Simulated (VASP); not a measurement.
# AgCl (Pm-3m) in VASP: a series of runs

Runs on AgCl. Level: PBE. Tasks: single point.

Everything below comes from runs of VASP 6.6.1. Logs are shortened: lines on timing, memory, paths and dates and some standing lists are left out, and cuts for length are marked.

## Step 1: The structure

Symmetry: Pm-3m, No. 221, cubic system. Conventional cell: a = 3.434 Å, b = 3.434 Å, c = 3.434 Å, α = 90.00°, β = 90.00°, γ = 90.00°. Around Ag (site symmetry m-3m) lie 8 Cl at 2.97 Å. Cl (site symmetry m-3m) has 8 Ag at 2.97 Å as nearest neighbours.

Measurements of this composition are mostly on another form, of space group No. 225.

## Step 2: Single point, PBE

Input file INCAR:

```
PREC     = Accurate       # precision mode
ENCUT    = 520            # plane-wave cutoff, eV
EDIFF    = 1E-6           # SCF threshold, eV
ISMEAR   = 0              # smearing method
SIGMA    = 0.05           # smearing width, eV
LREAL    = F              # projectors in reciprocal space
LASPH    = T              # aspherical terms in the spheres
NELM     = 100            # most SCF steps
ALGO     = Normal         # electronic algorithm
ISIF     = 2              # what is computed and relaxed
LWAVE    = F              # write WAVECAR
LCHARG   = F              # write CHGCAR
GGA      = PE             # functional
ADDGRID  = F
```

Input file KPOINTS:

```
Automatic mesh
0
Gamma
  3 3 3
```

Input file POSCAR:

```
AgCl
1.0
    3.4339730000      0.0000000000      0.0000000000
    0.0000000000      3.4339730000      0.0000000000
    0.0000000000      0.0000000000      3.4339730000
Ag Cl
1 1
Direct
    0.0000000000      0.0000000000      0.0000000000
    0.5000000000      0.5000000000      0.5000000000
```

Potentials or basis: VASP PAW PBE potentials, release 64 (Ag, Cl).

Command:

```bash
$ cat potpaw_PBE.64/Ag/POTCAR potpaw_PBE.64/Cl/POTCAR > POTCAR
$ mpirun -np 1 vasp_std > vasp.out
```

OUTCAR:

```text
PREC = Accurate
   ENCUT = 520
   EDIFF = 1E-6
   ISMEAR = 0
   LREAL = F
   LASPH = T
   NELM = 100
   ISIF = 2
   GGA = PE

 Found      4 irreducible k-points:

 Following reciprocal coordinates:
            Coordinates               Weight
  0.000000  0.000000  0.000000      1.000000
  0.333333  0.000000  0.000000      6.000000
  0.333333  0.333333  0.000000     12.000000
  0.333333  0.333333  0.333333      8.000000
   k-points           NKPTS =      4   k-points in BZ     NKDIM =      4   number of bands    NBANDS=     13
   number of dos      NEDOS =    301   number of ions     NIONS =      2
   total plane-waves  NPLWV =  21952
   dimension x,y,z NGX =    28 NGY =   28 NGZ =   28
   dimension x,y,z NGXF=    56 NGYF=   56 NGZF=   56
   ions per type =               1   1
   NGX,Y,Z   is equivalent  to a cutoff of  13.56, 13.56, 13.56 a.u.
   NGXF,Y,Z  is equivalent  to a cutoff of  27.11, 27.11, 27.11 a.u.
 SYSTEM =  unknown system
   PREC   = accura    normal or accurate (medium, high low for compatibility)
   ISTART =      0    job   : 0-new  1-cont  2-samecut
   ICHARG =      2    charge: 1-file 2-atom 10-const
   ISPIN  =      1    spin polarized calculation?
   LNONCOLLINEAR =      F non collinear calculations
   LSORBIT =      F    spin-orbit coupling
   LASPH  =      T    aspherical Exc in radial PAW
   ENCUT  =  520.0 eV  38.22 Ry    6.18 a.u.   6.38  6.38  6.38*2*pi/ulx,y,z
   NELM   =    100;   NELMIN=  2; NELMDL= -5     # of ELM steps
   EDIFF  = 0.1E-05   stopping-criterion for ELM
   LREAL  =      F    real-space projection
   EDIFFG = 0.1E-04   stopping-criterion for IOM
   NSW    =      0    number of steps for IOM
   IBRION =     -1    ionic relax: 0-MD 1-quasi-New 2-CG
   NFREE  =      0    steps in history (QN), initial steepest desc. (CG)
   ISIF   =      2    stress and relaxation
   ISYM   =      2    0-nonsym 1-usesym 2-fastsym
   POTIM  = 0.5000    time-step for ionic-motion
   TEBEG  =    0.0;   TEEND  =   0.0 temperature during run
   PSTRESS=    0.0 pullay stress
   NELECT =      18.0000    total number of electrons
   NUPDOWN=      -1.0000    fix difference up-down
   EMIN   =  10.00;   EMAX   =-10.00  energy-range for DOS
   EFERMI =   0.00;   METHOD = LEGACY
   ISMEAR =     0;   SIGMA  =   0.05  broadening in eV -4-tet -1-fermi 0-gaus
   EFERMI_NEDOS =   21; number of points for ismear=-14 and -15
   IALGO  =     38    algorithm
   IMIX   =      4    mixing-type and parameters
     AMIX     =   0.40;   BMIX     =  1.00
     AMIX_MAG =   1.60;   BMIX_MAG =  1.00
  volume/ion in A,a.u.               =      20.25       136.63
  Fermi-wavevector in a.u.,A,eV,Ry     =   1.249402  2.361027 21.238760  1.561005
  Thomas-Fermi vector in A             =   2.383444
   LORBIT       =      0    0 simple, 1 ext, 2 COOP (PROOUT), +10 PAW based schemes
   GGA     = PE    functional components
   LHFCALC =     F    Hartree Fock is set to
   AEXX    =    0.0000 exact exchange contribution
   IVDW    =     0    specifies the selected vdW correction
   LEPSILON=     F    determine dielectric tensor
   LRPA    =     F    only Hartree local field effects (RPA)
 non-spin polarized calculation
 Gauss-broadening in eV      SIGMA  =   0.05
  energy-cutoff  :      520.00
  volume of cell :       40.49
 maximum number of plane-waves:      1095
 NGX is ok and might be reduce to    28
   NGX = 13   NGY = 13   NGZ = 13

 number of electron      18.0000002 magnetization

 Free energy of the ion-electron system (eV)
  ---------------------------------------------------
  ext. energy  EPLUGINS =         0.00000000
  ---------------------------------------------------
  free energy    TOTEN  =        -5.03722498 eV

  energy without entropy =       -5.03722498  energy(sigma->0) =       -5.03722498

 E-fermi :   3.8878     XC(G=0): -10.3740

 val. band max:        3.6464250578   @ k =   0.3333   0.0000   0.0000
 cond. band min:       4.4668577016   @ k =   0.0000   0.0000   0.0000
 fundamental gap:      0.8204326438
 Fermi energy:         3.8878209054

 k-point     1 :       0.0000    0.0000    0.0000
  band No.  band energies     occupation
      1     -10.6284      2.00000
      2       1.1583      2.00000
      3       1.1583      2.00000
      4       2.0949      2.00000
      5       2.0949      2.00000
      6       2.0949      2.00000
      7       2.4330      2.00000
      8       2.4330      2.00000
      9       2.4330      2.00000
     10       4.4669      0.00000
     11      13.3449      0.00000
     12      13.3449      0.00000
     13      17.5516      0.00000

 k-point     2 :       0.3333    0.0000    0.0000
  band No.  band energies     occupation
      1     -10.2879      2.00000
      2      -0.5445      2.00000
      3       1.1943      2.00000
      4       1.1943      2.00000
      5       1.2654      2.00000
      6       2.1322      2.00000
      7       2.2237      2.00000
      8       3.6464      2.00000
      9       3.6464      2.00000
     10       7.2093      0.00000
     11      11.4341      0.00000
     12      13.3398      0.00000
     13      14.5746      0.00000

 k-point     3 :       0.3333    0.3333    0.0000
  band No.  band energies     occupation
      1     -10.0324      2.00000
      2      -0.0395      2.00000
      3       0.5547      2.00000
      4       1.4928      2.00000
      5       1.5151      2.00000
      6       1.8817      2.00000
      7       2.1707      2.00000
      8       2.3681      2.00000
      9       3.4593      2.00000
     10       7.6785      0.00000
     11      11.3081      0.00000
     12      13.1988      0.00000
     13      15.2144      0.00000

 k-point     4 :       0.3333    0.3333    0.3333
  band No.  band energies     occupation
      1      -9.7769      2.00000
      2       0.0508      2.00000
      3       0.0508      2.00000
      4       0.5205      2.00000
      5       2.0256      2.00000
      6       2.0256      2.00000
      7       2.1282      2.00000
      8       3.3566      2.00000
      9       3.3566      2.00000
     10       7.8426      0.00000
     11      10.5364      0.00000
     12      10.5364      0.00000
     13      14.6332      0.00000

------------------------ aborting loop because EDIFF is reached ----------------------------------------

  FORCE on cell =-STRESS in cart. coord.  units (eV):
  Direction    XX          YY          ZZ          XY          YZ          ZX
  --------------------------------------------------------------------------------------
  -------------------------------------------------------------------------------------
  Total        0.0618446      0.0618446      0.0618446     -0.0000000      0.0000000     -0.0000000
  in kB        2.4469292      2.4469292      2.4469292     -0.0000000      0.0000000     -0.0000000
  external PRESSURE =       2.4469292 kB  Pullay stress =       0.0000000 kB

 VOLUME and BASIS-vectors are now :
 -----------------------------------------------------------------------------
  energy-cutoff  :      520.00
  volume of cell :       40.49
      direct lattice vectors                 reciprocal lattice vectors
     3.433973000  0.000000000  0.000000000     0.291207881  0.000000000  0.000000000
     0.000000000  3.433973000  0.000000000     0.000000000  0.291207881  0.000000000
     0.000000000  0.000000000  3.433973000     0.000000000  0.000000000  0.291207881

 POSITION                                       TOTAL-FORCE (eV/Angst)
 -----------------------------------------------------------------------------------
      0.00000      0.00000      0.00000         0.000000      0.000000      0.000000
      1.71699      1.71699      1.71699         0.000000      0.000000      0.000000
 -----------------------------------------------------------------------------------
    total drift:                               -0.000000      0.000000      0.000000

  FREE ENERGIE OF THE ION-ELECTRON SYSTEM (eV)
  ---------------------------------------------------
  free  energy   TOTEN  =        -5.0372249751 eV

  energy  without entropy=       -5.0372249751  energy(sigma->0) =       -5.03722498
```

Run time: 3.4 s. Hardware: 1 thread of AMD EPYC 9R45 (Zen 5), shared host; peak memory 0.11 GiB.

These settings aren't checked as converged: the numbers below hold their error.

Results:

```yaml
Free_energy: -5.0372 eV
Pressure: 0.2 GPa
Band_gap_on_the_k_mesh: 0.82 eV, indirect (least direct gap 2.03 eV)
```

Caveat: the k mesh is coarse (spacing up to 0.61 Å⁻¹), so the values aren't converged; an odd mesh through Γ misses points on the zone boundary, where band edges often lie.

## Step 3: Single point, PBE

Edit INCAR of step 2 so:

```diff
@@ -1,3 +1,3 @@
 PREC     = Accurate       # precision mode
-ENCUT    = 520            # plane-wave cutoff, eV
+ENCUT    = 340            # plane-wave cutoff, eV
 EDIFF    = 1E-6           # SCF threshold, eV
```

Input file KPOINTS:

```
Automatic mesh
0
Gamma
  4 4 4
```

POSCAR is that of step 2.

Potentials or basis: VASP PAW PBE potentials, release 64 (Ag, Cl).

Command:

```bash
$ cat potpaw_PBE.64/Ag/POTCAR potpaw_PBE.64/Cl/POTCAR > POTCAR
$ mpirun -np 1 vasp_std > vasp.out
```

Wall time 3.4 s (1 thread of AMD EPYC 9R45 (Zen 5), shared host); peak memory 0.1 GiB.

These settings aren't checked as converged: the numbers below hold their error.

Results:

```yaml
Free_energy: -5.0960 eV
Pressure: -0.4 GPa
Band_gap_on_the_k_mesh: 0.56 eV, indirect (least direct gap 2.05 eV)
```

Caveat: the k mesh is coarse (spacing up to 0.46 Å⁻¹), so the values aren't converged.

## Step 4: Single point, PBE

Edit INCAR of step 3 so:

```diff
@@ -1,3 +1,3 @@
 PREC     = Accurate       # precision mode
-ENCUT    = 340            # plane-wave cutoff, eV
+ENCUT    = 650            # plane-wave cutoff, eV
 EDIFF    = 1E-6           # SCF threshold, eV
```

Input file KPOINTS:

```
Automatic mesh
0
Gamma
  3 3 3
```

POSCAR is that of step 3.

Command:

```bash
$ cat potpaw_PBE.64/Ag/POTCAR potpaw_PBE.64/Cl/POTCAR > POTCAR
$ mpirun -np 1 vasp_std > vasp.out
```

It took 3.8 s on 1 thread of AMD EPYC 9R45 (Zen 5), shared host; peak memory 0.12 GiB.

These settings aren't checked as converged: the numbers below hold their error.

Results:

- Free energy: -5.0370 eV
- Pressure: 0.3 GPa
- Band gap on the k mesh: 0.82 eV, indirect (least direct gap 2.03 eV)

Caveat: the k mesh is coarse (spacing up to 0.61 Å⁻¹), so the values aren't converged; an odd mesh through Γ misses points on the zone boundary, where band edges often lie.
